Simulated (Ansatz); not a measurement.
Ru in Ansatz: the effect of functional

The system is Ru.

```
CELL_PARAMETERS angstrom
2.68764 0.00000 0.00000
-1.34382 2.32756 0.00000
0.00000 0.00000 4.25316
ATOMIC_POSITIONS crystal
Ru 0.66667 0.33333 0.75000
Ru 0.33333 0.66667 0.25000
```

The cell isn't the ideal one: volume scaled by 0.98.

Alike in all runs:

| Property | Result |
| --- | --- |
| Program | Ansatz 0.2.0 |
| Task | single point |
| Potentials or basis | Ansatz PAW |
| k mesh | 11 × 11 × 6 |
| Occupations | fermi-dirac, width 0.05 eV |
| Spin | no spin polarisation |

| functional | cutoff | pressure (GPa) |
| --- | --- | --- |
| LDA | 420 eV (not typed: the program's choice for these potentials) | -5.7 |
| r2SCAN | 500 eV (not typed: the program's choice for these potentials) | ? |
| PBE | 420 eV (not typed: the program's choice for these potentials) | 11.7 |

What does the run with functional r2SCAN give?

Pressure 4.9 GPa.

Caveats: the PAW data sets come from PBE, with cores solved anew for the run's functional, which leaves a small shift of forces and pressure (some runs).
